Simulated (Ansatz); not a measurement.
# HfO2 (Pnma) in Ansatz: further runs

Aim: see how the results for HfO2 move with the level of theory and the settings. Levels: PBEsol+D4, PBE. Tasks: relaxation of cell and atoms, single point.

Program: Ansatz 0.2.0. These are calculated values, not measurements. Logs are shortened: lines on timing, memory, paths and dates and some standing lists are left out, and cuts for length are marked.

## Step 1: Starting point

The structure is orthorhombic, space group Pnma (No. 62). The conventional cell has a = 5.556 Å, b = 3.334 Å, c = 6.505 Å, α = 90.00°, β = 90.00°, γ = 90.00°. Hf (site symmetry m) has 7 O at 2.14 to 2.27 Å as nearest neighbours. O (site symmetry m) has 4 Hf at 2.14 to 2.17 Å as nearest neighbours. O (site symmetry m) is surrounded by 3 Hf at 2.16 to 2.27 Å.

Measurements of this composition are mostly on another form, of space group No. 14.

## Step 2: Relaxation of cell and atoms, PBEsol+D4

The input, input.yaml:

```yaml
crystal:
  lattice:
    - [5.556395, 0.0, 0.0]
    - [0.0, 3.333597, 0.0]
    - [0.0, 0.0, 6.504995]
  atoms:
    - { symbol: Hf, position: [0.748682, 0.75, 0.607871] }
    - { symbol: Hf, position: [0.251318, 0.25, 0.392129] }
    - { symbol: Hf, position: [0.248682, 0.75, 0.892129] }
    - { symbol: Hf, position: [0.751318, 0.25, 0.107871] }
    - { symbol: O, position: [0.639499, 0.25, 0.4234] }
    - { symbol: O, position: [0.360501, 0.75, 0.5766] }
    - { symbol: O, position: [0.139499, 0.25, 0.0766] }
    - { symbol: O, position: [0.860501, 0.75, 0.9234] }
    - { symbol: O, position: [0.520794, 0.25, 0.841453] }
    - { symbol: O, position: [0.479206, 0.75, 0.158547] }
    - { symbol: O, position: [0.020794, 0.25, 0.658547] }
    - { symbol: O, position: [0.979206, 0.75, 0.341453] }
hamiltonian:
  xc: pbesol
  pseudopotentials: { kind: paw }
  dispersion: d4
kpoints:
  mp_grid: { grid: [5, 8, 4] }
scf:
  occupations: { method: fermi_dirac, width: 0.05 }
output:
  forces: true
  stress: true
  eigenvalues: true
relax:
  f_tol: 0.01
  max_steps: 40
  cell: { stress_tol: 0.05 }
```

Potentials or basis: Ansatz PAW.

Command:

```bash
ansatz run input.yaml --threads 4 --pin off --max-ram 11264MiB --backend cpu --events-out ev --progress --plain --runs-dir out
```

Log:

```text
Warning: RAYON_NUM_THREADS=4 ignored (pool sized by the plan → 4); use --threads N
Engine: ansatz 0.2.0, aarch64-unknown-linux-gnu
Pseudopotentials: kind: paw
Pseudopotential: Hf, paw, valence charge 26, recommended cutoff 420 eV (normal), Hf.paw.azcp
Pseudopotential: O, paw, valence charge 6, recommended cutoff 420 eV (normal), O.paw.azcp
Functional definition: PBEsol
  exchange = pbesol_x
  correlation = pbesol_c
Crystal: 12 atoms, lattice volume = 120.491 Å³
Basis set: ecut = 420 eV, 2361 PW (Γ), exchange–correlation on 80×48×90 points (8 copies of the dense FFT grid, shifted against one another)
Bands: 92, of which v1, the nominal top of the filled ones, is band 76 counted from 1 (75 counted from 0)
Symmetry: 8 space group operations
Space group: Pnma (ITA 62), of the structure as read, at distance tolerance 4.9e-5 Å
k-points: 45 of 160
Non-local potential: Hf, projectors of the file, l = 0: 3, l = 1: 2, l = 2: 2, l = 3: 3
Non-local potential: O, projectors of the file, l = 0: 2, l = 1: 2, l = 2: 1
PAW form: soft (Blöchl's): semilocal exchange-correlation on the pseudo side does not see the compensation charge
[... 158 lines left out ...]
  k-point 1: bands = ["-42.5025", "-42.4887", "-42.4780", "-42.4768", "-11.6802", "-11.4892", "-11.4381", "-11.4164", "-11.2371", "-11.1762", "-11.1392", "-11.1310", "-11.0796", "-11.0410", "-11.0402", "-11.0322", "-0.7524", "0.4876", "0.9249", "1.4018", "1.7845", "1.7912", "1.7969", "1.9742", "7.5787", "7.5970", "7.6067", "7.6107", "7.6136", "7.6147", "7.6193", "7.6225", "7.6225", "7.6244", "7.6263", "7.6281", "7.6315", "7.6321", "7.6376", "7.6377", "7.6468", "7.6491", "7.6502", "7.6570", "7.6649", "7.6668", "7.6687", "7.6710", "7.6732", "7.6765", "7.7106", "7.7186", "12.4194", "12.5275", "13.0001", "13.0873", "13.5968", "13.6654", "14.1020", "14.2942", "14.3971", "14.5464", "14.8526", "15.0812", "15.1106", "15.4715", "15.6165", "15.7853", "16.0962", "16.5235", "16.8488", "16.9834", "17.4230", "17.5826", "17.7581", "17.8434", "21.6806", "22.4347", "22.5952", "23.1587", "23.3411", "23.5734", "23.7902", "24.0758", "25.0166", "25.0995", "25.3482", "25.4359", "25.4817", "25.6556", "25.9632", "26.3294"]
  k-point 2: bands = ["-42.4964", "-42.4964", "-42.4767", "-42.4767", "-11.5747", "-11.5747", "-11.3637", "-11.3637", "-11.2819", "-11.2819", "-11.1117", "-11.1117", "-11.0904", "-11.0904", "-11.0344", "-11.0344", "-0.1945", "-0.1945", "1.1811", "1.1811", "1.8064", "1.8064", "1.9128", "1.9128", "7.5862", "7.5862", "7.6124", "7.6124", "7.6194", "7.6194", "7.6238", "7.6238", "7.6263", "7.6263", "7.6271", "7.6271", "7.6305", "7.6305", "7.6389", "7.6389", "7.6459", "7.6459", "7.6563", "7.6563", "7.6633", "7.6633", "7.6661", "7.6661", "7.6680", "7.6680", "7.7217", "7.7217", "12.3430", "12.3430", "12.8789", "12.8789", "13.9741", "13.9741", "14.0208", "14.0208", "14.5249", "14.5249", "15.0494", "15.0494", "15.2793", "15.2793", "16.0750", "16.0750", "16.3249", "16.3249", "16.6561", "16.6561", "17.4517", "17.4517", "17.6778", "17.6778", "22.2843", "22.2843", "22.9976", "22.9976", "23.3250", "23.3250", "23.4674", "23.4674", "25.2224", "25.2224", "25.2325", "25.2325", "26.0437", "26.0437", "26.3317", "26.3317"]
  k-point 44: bands = ["-42.4739", "-42.4739", "-42.4694", "-42.4694", "-11.6743", "-11.6743", "-11.6219", "-11.6219", "-11.2627", "-11.2627", "-11.2568", "-11.2568", "-11.1432", "-11.1432", "-11.1117", "-11.1117", "0.9137", "0.9137", "1.0052", "1.0052", "1.6164", "1.6164", "1.6372", "1.6372", "7.6027", "7.6027", "7.6030", "7.6030", "7.6228", "7.6228", "7.6252", "7.6252", "7.6310", "7.6310", "7.6370", "7.6370", "7.6409", "7.6409", "7.6458", "7.6458", "7.6502", "7.6502", "7.6530", "7.6530", "7.6627", "7.6627", "7.6714", "7.6714", "7.6788", "7.6788", "7.6823", "7.6823", "12.3246", "12.3246", "12.5100", "12.5100", "13.3195", "13.3195", "13.3811", "13.3811", "14.4643", "14.4643", "14.9744", "14.9744", "16.2559", "16.2559", "16.3083", "16.3083", "16.6333", "16.6333", "16.7143", "16.7143", "17.2626", "17.2626", "17.3221", "17.3221", "23.8321", "23.8321", "24.2616", "24.2616", "24.4653", "24.4653", "24.5950", "24.5950", "25.4755", "25.4755", "25.7849", "25.7849", "26.1148", "26.1148", "26.1175", "26.1175"]
--- Relaxed structure (7 steps of the walk, 7 accepted, 2 SCFs on fresh bases) ---
  F+E_penalty+E_count = -66901.53318636 eV   max|allowed force component| = 8.566e-4 eV/Å   (the final SCF, on the basis selected at the relaxed cell)
  cell:  # Å, volume = 116.5063 Å³
    - [5.514606932981383, 0.0, 0.0]
    - [0.0, 3.2828602142138683, 0.0]
    - [0.0, 0.0, 6.435503556649215]
  atoms:
    - { symbol: Hf, position: [0.7464378197193984, 0.75, 0.6119290231183688] }
    - { symbol: Hf, position: [0.2535621802806014, 0.25000000000000006, 0.3880709768816312] }
    - { symbol: Hf, position: [0.24643781971939854, 0.75, 0.8880709768816312] }
    - { symbol: Hf, position: [0.7535621802806014, 0.25000000000000006, 0.11192902311836878] }
    - { symbol: O, position: [0.6405844606815531, 0.25000000000000006, 0.42581221753911597] }
    - { symbol: O, position: [0.35941553931844694, 0.75, 0.5741877824608841] }
    - { symbol: O, position: [0.14058446068155314, 0.25000000000000006, 0.074187782460884] }
    - { symbol: O, position: [0.8594155393184469, 0.75, 0.9258122175391162] }
    - { symbol: O, position: [0.5240740936851858, 0.25000000000000006, 0.8389713685887988] }
    - { symbol: O, position: [0.47592590631481424, 0.75, 0.1610286314112011] }
    - { symbol: O, position: [0.02407409368518581, 0.25000000000000006, 0.6610286314112013] }
    - { symbol: O, position: [0.9759259063148142, 0.75, 0.33897136858879895] }
```

Wall time 94 s (4 threads of Arm Neoverse V1, shared host); peak memory 0.8 GiB.

Results:

```
Free energy                            : -66901.5332 eV
Relaxed volume                         : 9.71 Å³/atom
Relaxed cell                           : a = 5.515 Å, b = 3.283 Å, c = 6.436 Å, α = 90.00°, β = 90.00°, γ = 90.00°
Space group after relaxing (to 0.05 Å) : Pnma (No. 62)
Energy gained by relaxing              : 8.4 meV/atom
Ionic steps                            : 9
Pressure after relaxing                : 0.0 GPa
Band gap on the k mesh                 : 3.29 eV, direct
```

Step by step:
```csv
step,energy change (eV),largest force (eV/Å),volume (Å³)
1,0.0000,0.0340,120.49
2,-0.1052,0.2730,115.90
3,-0.1143,0.1212,116.86
4,-0.1197,0.0714,116.57
5,-0.1211,0.0201,116.67
6,-0.1215,0.0055,116.65
7,-0.1010,0.0055,116.65
8,-0.1021,0.0007,116.51
9,-0.1013,0.0009,116.51
```

Final structure:
```xyz
12
Lattice="5.5146 0.0000 0.0000 0.0000 3.2829 0.0000 0.0000 0.0000 6.4355" Properties=species:S:1:pos:R:3 pbc="T T T"
Hf    4.1163    2.4621    3.9381
Hf    1.3983    0.8207    2.4974
Hf    1.3590    2.4621    5.7152
Hf    4.1556    0.8207    0.7203
O     3.5326    0.8207    2.7403
O     1.9820    2.4621    3.6952
O     0.7753    0.8207    0.4774
O     4.7393    2.4621    5.9581
O     2.8901    0.8207    5.3992
O     2.6245    2.4621    1.0363
O     0.1328    0.8207    4.2541
O     5.3818    2.4621    2.1815
```

Caveat: odd divisions of the mesh miss points on the zone boundary, where band edges often lie, so the gap on the mesh can be too wide; the plane-wave basis is chosen anew once the cell has moved, so the energies of steps on either side of that aren't comparable; the pressure holds a Pulay correction of +1.0 GPa for the finite cutoff; spin-orbit coupling is left out, which moves the levels of the heavy elements; the PAW data sets come from PBE, with cores solved anew for the run's functional, which leaves a small shift of forces and pressure.

(Continued in part 2 of 3.)
